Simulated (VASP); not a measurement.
**VASP 6.6.1, r²SCAN single-point calculation, Ge (strained diamond)**

INCAR

```
NSW = 0
ISMEAR = -1
ISIF = 2
LCHARG = .FALSE.
NELM = 120
LASPH = .TRUE.
METAGGA = R2SCAN
ENCUT = 520
EDIFF = 1E-7
SIGMA = 0.02
IBRION = -1
NBANDS = 21
LREAL = .FALSE.
LWAVE = .FALSE.
ALGO = Normal
PREC = Accurate
```

KPOINTS

```
KPOINTS created by Atomic Simulation Environment
0
Gamma
8 8 8
0 0 0
```

KPOINTS_OPT

```
special points
6
Reciprocal
0.0000000000 0.0000000000 0.0000000000 1
0.5000000000 0.0000000000 0.5000000000 1
0.6250000000 0.2500000000 0.6250000000 1
0.3750000000 0.3750000000 0.7500000000 1
0.5000000000 0.5000000000 0.5000000000 1
0.5000000000 0.2500000000 0.7500000000 1
```

POSCAR

```
Ge
 1.0000000000000000
    -0.0410056236000000    2.8426763014000000    2.8426763014000000
     2.8426763014000000   -0.0410056236000000    2.8426763014000000
     2.8426763014000000    2.8426763014000000   -0.0410056236000000
 Ge
   2
Cartesian
 -0.0050007902885646 -0.0050007902885646 -0.0050007902885646
  1.4160875350885649  1.4160875350885649  1.4160875350885649
```

VASP ran with the recommended PBE PAW datasets (28 valence electrons in the cell).

Command

```
mpirun -np 1 vasp_std
```

From OUTCAR

```
k-points           NKPTS =     65   k-points in BZ     NKDIM =     65   number of bands    NBANDS=     21

   NELECT =      28.0000    total number of electrons

   dimension x,y,z NGX =    30 NGY =   30 NGZ =   30
   dimension x,y,z NGXF=    60 NGYF=   60 NGZF=   60

  energy-cutoff  :      520.00
  volume of cell :       46.94
      direct lattice vectors                 reciprocal lattice vectors
    -0.041005624  2.842676301  2.842676301    -0.172129785  0.174649099  0.174649099
     2.842676301 -0.041005624  2.842676301     0.174649099 -0.172129785  0.174649099
     2.842676301  2.842676301 -0.041005624     0.174649099  0.174649099 -0.172129785

 k-points in reciprocal lattice and weights: KPOINTS created by Atomic Simulation Env
   0.00000000  0.00000000  0.00000000       0.002
   0.12500000  0.00000000  0.00000000       0.012
   0.25000000  0.00000000  0.00000000       0.012
   0.37500000  0.00000000  0.00000000       0.012
   0.50000000  0.00000000  0.00000000       0.006
   0.12500000  0.12500000 -0.00000000       0.012
   0.25000000  0.12500000  0.00000000       0.023
   0.37500000  0.12500000  0.00000000       0.023
   ...

 E-fermi :   4.5185

 k-point     1 :       0.0000    0.0000    0.0000
  band No.  band energies     occupation
      1     -21.0003      2.00000
      2     -20.9840      2.00000
      3     -20.9840      2.00000
      4     -20.9528      2.00000
      5     -20.9528      2.00000
      6     -20.7603      2.00000
      7     -20.7603      2.00000
      8     -20.7426      2.00000
      9     -20.7379      2.00000
     10     -20.7379      2.00000
     11      -8.5700      2.00000
     12       4.4019      1.99414
     13       4.4019      1.99414
     14       4.4944      1.53848
     15       4.5631      0.19436
     16       7.0861      0.00000
     17       7.0861      0.00000
     18       7.3211      0.00000
     19      11.4216      0.00000
     20      14.3023      0.00000
     21      14.3023      0.00000

 k-point     2 :       0.1250    0.0000    0.0000
  band No.  band energies     occupation
      1     -21.0056      2.00000
      2     -20.9927      2.00000
      3     -20.9829      2.00000
      4     -20.9429      2.00000
      5     -20.9419      2.00000
      6     -20.7674      2.00000
      7     -20.7633      2.00000
      8     -20.7566      2.00000
      9     -20.7317      2.00000
     10     -20.7255      2.00000
     11      -8.3792      2.00000
     12       2.0222      2.00000
     13       4.0802      2.00000
     14       4.2076      2.00000
     15       5.6158      0.00000
     16       7.5352      0.00000
     17       7.7142      0.00000
     18       8.0875      0.00000
     19      12.2814      0.00000
     20      13.4256      0.00000
     21      13.5326      0.00000

 k-point     3 :       0.2500    0.0000    0.0000
  band No.  band energies     occupation
      1     -21.0135      2.00000
      2     -21.0035      2.00000
      3     -20.9787      2.00000
      4     -20.9270      2.00000
      5     -20.9260      2.00000
      6     -20.7763      2.00000
      7     -20.7740      2.00000
      8     -20.7663      2.00000
      9     -20.7239      2.00000
     10     -20.7156      2.00000
     11      -7.8272      2.00000
     12      -0.3694      2.00000
     13       3.5459      2.00000
     14       3.6456      2.00000
     15       5.3218      0.00000
     16       8.2139      0.00000
     17       8.3458      0.00000
     18      10.3046      0.00000
     19      13.0110      0.00000
     20      13.1103      0.00000
     21      13.3685      0.00000

 k-point     4 :       0.3750    0.0000    0.0000
  band No.  band energies     occupation
      1     -21.0176      2.00000
      2     -21.0092      2.00000
      3     -20.9741      2.00000
      4     -20.9190      2.00000
      5     -20.9142      2.00000
      6     -20.7827      2.00000
      7     -20.7793      2.00000
      8     -20.7719      2.00000
      9     -20.7198      2.00000
     10     -20.7106      2.00000
     11      -7.0251      2.00000
     12      -2.3304      2.00000
     13       3.1644      2.00000
     14       3.2443      2.00000
     15       4.9800      0.00000
     16       8.4323      0.00000
     17       8.5288      0.00000
     18      12.1558      0.00000
     19      13.1292      0.00000
     20      14.2019      0.00000
     21      14.6146      0.00000

 k-point     5 :       0.5000    0.0000    0.0000
  band No.  band energies     occupation
      1     -21.0186      2.00000
      2     -21.0107      2.00000
      3     -20.9722      2.00000
      4     -20.9172      2.00000
      5     -20.9105      2.00000
      6     -20.7853      2.00000
      7     -20.7793      2.00000
      8     -20.7742      2.00000
      9     -20.7189      2.00000
     10     -20.7092      2.00000
     11      -6.5011      2.00000
     12      -3.2480      2.00000
     13       3.0313      2.00000
     14       3.1042      2.00000
     15       4.8544      0.00000
     16       8.4216      0.00000
     17       8.5112      0.00000
     18      12.1256      0.00000
     19      15.2963      0.00000
     20      15.7787      0.00000
     21      15.8727      0.00000

 k-point     6 :       0.1250    0.1250   -0.0000
  band No.  band energies     occupation
      1     -21.0043      2.00000
      2     -20.9920      2.00000
      3     -20.9899      2.00000
      4     -20.9442      2.00000
      5     -20.9305      2.00000
      6     -20.7867      2.00000
      7     -20.7517      2.00000
      8     -20.7456      2.00000
      9     -20.7408      2.00000
     10     -20.7240      2.00000
     11      -8.3114      2.00000
     12       2.0154      2.00000
     13       3.5172      2.00000
     14       3.6549      2.00000
     15       6.5313      0.00000
     16       6.7837      0.00000
     17       8.3118      0.00000
     18       8.4278      0.00000
     19      12.2680      0.00000
     20      12.6122      0.00000
     21      14.5751      0.00000

 k-point     7 :       0.2500    0.1250    0.0000
  band No.  band energies     occupation
      1     -21.0106      2.00000
      2     -21.0043      2.00000
      3     -20.9838      2.00000
      4     -20.9308      2.00000
      5     -20.9121      2.00000
      6     -20.8051      2.00000
      7     -20.7615      2.00000
      8     -20.7515      2.00000
      9     -20.7277      2.00000
     10     -20.7175      2.00000
     11      -7.8717      2.00000
     12       0.1693      2.00000
     13       2.9310      2.00000
     14       3.1002      2.00000
     15       6.5988      0.00000
     16       7.1097      0.00000
     17       9.2302      0.00000
     18       9.5741      0.00000
     19      12.1727      0.00000
     20      13.8667      0.00000
     21      14.4614      0.00000

 k-point     8 :       0.3750    0.1250    0.0000
  band No.  band energies     occupation
      1     -21.0193      2.00000
      2     -21.0132      2.00000
      3     -20.9712      2.00000
      4     -20.9161      2.00000
      5     -20.9017      2.00000
      6     -20.8119      2.00000
      7     -20.7766      2.00000
      8     -20.7631      2.00000
      9     -20.7172      2.00000
     10     -20.7085      2.00000
     11      -7.1254      2.00000
     12      -1.8091      2.00000
     13       2.2940      2.00000
     14       2.7620      2.00000
     15       6.2970      0.00000
     16       7.9084      0.00000
     17       9.4553      0.00000
     18      10.3158      0.00000
     19      13.7810      0.00000
     20      14.1956      0.00000
     21      15.3642      0.00000

 k-point     9 :       0.5000    0.1250    0.0000
  band No.  band energies     occupation
      1     -21.0246      2.00000
      2     -21.0176      2.00000
      3     -20.9600      2.00000
      4     -20.9072      2.00000
      5     -20.9024      2.00000
      6     -20.8043      2.00000
      7     -20.7892      2.00000
      8     -20.7759      2.00000
      9     -20.7110      2.00000
     10     -20.7031      2.00000
     11      -6.3953      2.00000
     12      -3.1340      2.00000
     13       1.8324      2.00000
     14       2.7458      2.00000
     15       6.0809      0.00000
     16       8.2594      0.00000
     17       9.2105      0.00000
     18      11.8589      0.00000
     19      13.8248      0.00000
     20      15.6498      0.00000
     21      16.3102      0.00000

 ...

  Total       -0.5147492     -0.5147492     -0.5147492      0.2539835      0.2539835      0.2539835
  in kB      -17.5710559    -17.5710559    -17.5710559      8.6697722      8.6697722      8.6697722
  external PRESSURE =     -17.5710559 kB  Pullay stress =       0.0000000 kB

 POSITION                                       TOTAL-FORCE (eV/Angst)
 -----------------------------------------------------------------------------------
      5.63935      5.63935      5.63935        -0.010041     -0.010041     -0.010041
      1.41609      1.41609      1.41609         0.010041      0.010041      0.010041
 -----------------------------------------------------------------------------------
    total drift:                                0.000000      0.000000      0.000000

  FREE ENERGIE OF THE ION-ELECTRON SYSTEM (eV)
  ---------------------------------------------------
  free  energy   TOTEN  =       -27.7237778338 eV

  energy  without entropy=      -27.7236758106  energy(sigma->0) =      -27.72372682
```

```
gap between bands v and c : 0.06 eV
least direct gap          : 0.07 eV
pressure                  : -1.8 GPa
largest force             : 0.02 eV/Å
```

Band v is the last that the valence electrons fill when counted band by band, and c is the next.

The run took about 2.1 min on one core of a shared host (Intel Xeon 6975P-C) and held 0.21 GiB at most.
